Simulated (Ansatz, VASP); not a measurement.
## BeTe: VASP beside Ansatz

Contents of INCAR:

```
SYSTEM = BeTe
ALGO = Normal ; EDIFF = 1E-6
ENCUT = 520 ; GGA = PE
ISIF = 2 ; ISMEAR = 0
LASPH = .TRUE. ; LCHARG = .FALSE.
LREAL = .FALSE. ; LWAVE = .FALSE.
NBANDS = 26 ; NELM = 100
PREC = Accurate ; SIGMA = 0.1
```

File KPOINTS:

```
k-points
0
G
  4 4 6
  0 0 0
```

The input POSCAR:

```
BeTe
1.0
    6.3890996900      0.0000000000      0.0000000000
    0.0000000000      6.3890996900      0.0000000000
    0.0000000000      0.0000000000      3.4878910400
Be Te
4 4
Direct
    0.6692432600      0.6692432600      0.5000000000
    0.1692432600      0.8307567400      0.2500000000
    0.3307567400      0.3307567400      0.0000000000
    0.8307567400      0.1692432600      0.7500000000
    0.8307567400      0.8307567400      0.0000000000
    0.3307567400      0.6692432600      0.7500000000
    0.1692432600      0.1692432600      0.5000000000
    0.6692432600      0.3307567400      0.2500000000
```

Input for Ansatz:

```yaml
crystal:
  lattice:
    - [6.38909969, 0.0, 0.0]
    - [0.0, 6.38909969, 0.0]
    - [0.0, 0.0, 3.48789104]
  atoms:
    - { symbol: Be, position: [0.66924326, 0.66924326, 0.5] }
    - { symbol: Be, position: [0.16924326, 0.83075674, 0.25] }
    - { symbol: Be, position: [0.33075674, 0.33075674, 0.0] }
    - { symbol: Be, position: [0.83075674, 0.16924326, 0.75] }
    - { symbol: Te, position: [0.83075674, 0.83075674, 0.0] }
    - { symbol: Te, position: [0.33075674, 0.66924326, 0.75] }
    - { symbol: Te, position: [0.16924326, 0.16924326, 0.5] }
    - { symbol: Te, position: [0.66924326, 0.33075674, 0.25] }
basis:
  ecutwfc: 420
kpoints:
  mp_grid: { grid: [4, 4, 6] }
hamiltonian:
  xc: pbe
scf:
  occupations: { method: gaussian, width: 0.1 }
  lower_state_search: "off"
output:
  forces: true
  stress: true
  eigenvalues: true
```

Alike in both runs: task single point; functional PBE; k mesh 4 × 4 × 6; occupations gaussian, width 0.1 eV; no spin polarisation.

|  | VASP | Ansatz |
| --- | --- | --- |
| version | VASP 6.6.1 | Ansatz 0.2.0 |
| potentials or method | VASP PAW PBE potentials, release 64 (Be, Te) | scalar-relativistic, plane waves, PAW |
| plane-wave cutoff (eV) | 520 | 420 |
| valence electrons in the cell | 32 | 72 |

Ansatz gave:

```
gap on the k mesh at the Fermi level (eV)       : 0.41
least direct gap on the mesh (eV)               : 1.91
pressure (GPa)                                  : 22.6
largest component of the traceless stress (GPa) : 6.30
rms of the force components (eV/Å)              : 0.147
```

Task: Estimate VASP's values.

Result: gap on the k mesh at the Fermi level (eV): 0.39; least direct gap on the mesh (eV): 1.89; pressure (GPa): 22.9; largest component of the traceless stress (GPa): 6.36; rms of the force components (eV/Å): 0.146.

Atom by atom the forces differ by 0.001 eV/Å (rms over components). The functional is the same, so the differences come from potentials, cutoffs and numerics. The two sets of potentials don't hold the same shells in valence.

Caveats: so large a pressure means that the cell lies far from this level's equilibrium, or that cutoff or potentials fall short (VASP); spin-orbit coupling is left out, which moves the levels of the heavy elements.
